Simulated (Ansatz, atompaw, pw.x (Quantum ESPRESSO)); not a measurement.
lead (Pb): one change to the PAW (atompaw) potential, in the atom and in the sc crystal

```json
{
  "Element": "Pb (Z = 82)",
  "Generator": "atompaw 4.2.0.5",
  "Type": "PAW",
  "Functional": "PBE",
  "Relativity": "scalar-relativistic",
  "Frozen core": "[Xe] 4f14 5d10",
  "Valence charge": "4",
  "Reference configuration": "6s1.75 6p2.25",
  "Partial waves": "6s (bound): rc 2.20 bohr; 6s channel at 2.4 Ry: rc 2.70 bohr; 6p (bound): rc 2.70 bohr; 6p channel at 4.6 Ry: rc 2.70 bohr",
  "Local potential": "bessel scheme, radius 2.10 bohr",
  "Core correction": "smooth core density matched at 2.45 bohr",
  "Augmentation charge": "sinc compensation charge, radius 2.40 bohr; PAW radius 2.70 bohr; waves and projectors: custom rrkj gramschmidtortho"
}
```

Change: wave 6p channel at 4.6 Ry: rc 2.70 bohr becomes 6p channel at -0.11 Ry: rc 2.70 bohr.

Cutoffs, loose and tight: the cutoffs (Ry, on a coarse ladder) from which the occupation-weighted sum of valence levels, in a spherical-Bessel basis at the reference potential, stays within 10 and 1 mRy of its value at 400 Ry. They see the waves and projectors alone, not the compensation charge or the core.

Crystal test: sc Pb in pw.x 7.5, no spin, 10³ k-points, Fermi–Dirac smearing 0.01 Ry, cutoffs set for each file from its atomic test. The reference is all-electron LAPW (Ansatz 0.2.0) with the same functional, mesh and smearing; V0 and B0 come from Birch–Murnaghan fits to the pressures at five volumes. Errors are pseudo minus all-electron; Δ is the rms difference of the E(V) curves that follow from these fits, minima aligned, over ±6 % about the mean V0. Mesh and smearing are coarse, so the numbers serve the comparison and aren't converged zero-temperature values; the lattice is a test structure that the element need not adopt.

All-electron: a0 = 3.254 Å (V0 = 34.44 Å³/atom), B0 = 34.9 GPa.

Q: Does the change bring the crystal closer to the all-electron result?

A: The mean pressure error goes from -10.54 to -10.51 GPa, a small move against the size of the error. Neither pressure curve crosses zero within the volumes sampled, so no fits are given.

| quantity | base | changed |
| --- | --- | --- |
| outcome (atom) | generated | generated |
| cutoff, loose (atom) | 6 Ry | 6 Ry |
| cutoff, tight (atom) | 10 Ry | 10 Ry |
| bound ghosts (atom) | none | none |
| cutoffs in pw.x (Ry) | 40/400 | 40/400 |
| mean pressure error (GPa) | -10.54 | -10.51 |

Base: This is a poor potential for the solid. The pseudo pressure rises with volume over the whole range, a mechanical instability. Changed file: This is a poor potential for the solid. The pseudo pressure rises with volume over the whole range, a mechanical instability.
